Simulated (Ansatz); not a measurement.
Here is an Ansatz 0.2.0 calculation.

The input input.yaml:

```yaml
crystal:
  lattice:
    - [-2.574489719, 2.574489719, 1.3974126432]
    - [2.574489719, -2.574489719, 1.3974126432]
    - [2.574489719, 2.574489719, -1.3974126432]
  atoms:
    - { symbol: Ge, position: [0.478934, 0.474351, -0.006719] }
    - { symbol: Ge, position: [0.245043, 0.742521, 0.506913] }
kpoints:
  mp_grid: { grid: [11, 11, 11] }
scf:
  occupations: { method: fermi_dirac, width: 0.05 }
hamiltonian:
  xc: pbe
  pseudopotentials: { kind: all_electron, lapw: { basis_error: 0.001 } }
output:
  forces: true
  stress: true
  eigenvalues: true
  populations: true
```

Potentials or basis: all-electron LAPW, scalar-relativistic.

Launch:

```sh
$ ansatz run input.yaml --threads 1 --pin off --max-ram 3072MiB --backend cpu --events-out ev --progress --plain --runs-dir out
```

Q: What does it give for the band gap on the k mesh?

A: None (metal or under the smearing width).

Q: Predict the largest force.

A: 0.196 eV/Å.

Q: Predict the pressure.

A: 3.3 GPa.

Stress tensor (GPa, compression positive):
```
 3.83 -0.03  0.33
-0.03  3.00 -0.21
 0.33 -0.21  3.04
```
